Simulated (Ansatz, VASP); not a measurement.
# HfC: VASP beside Ansatz

```
Hf C
1.0
     0.00000    2.34040    2.34040
     2.34040    0.00000    2.34040
     2.34040    2.34040    0.00000
Hf C
1 1
Direct
  0.50000 0.50000 0.50000
  0.00000 0.00000 0.00000
```

Alike in both runs: task single point; functional r2SCAN; k mesh 10 × 10 × 10; occupations fermi-dirac, width 0.05 eV; no spin polarisation.

|  | VASP | Ansatz |
| --- | --- | --- |
| version | VASP 6.6.1 | Ansatz 0.2.0 |
| potentials or method | VASP PAW PBE potentials, release 64 (Hf_pv, C) | Ansatz PAW |
| plane-wave cutoff (eV) | 520 | 500 |
| valence electrons in the cell | 14 | 30 |

```csv
,VASP,Ansatz,Ansatz less VASP
gap on the k mesh at the Fermi level (eV),none,none,-
pressure (GPa),-7.1,-6.0,+1.14
```

A gap of «none» marks a metal or a gap that the smearing closes. With one functional, cell and mesh, what is left measures potentials, basis and numerics. The two sets of potentials don't hold the same shells in valence.

Caveats: the PAW data sets were made with another functional, which shifts forces and pressure a little (VASP); the PAW data sets come from PBE, with cores solved anew for the run's functional, which leaves a small shift of forces and pressure (Ansatz). Spin-orbit coupling is left out, which matters for the levels of Hf.
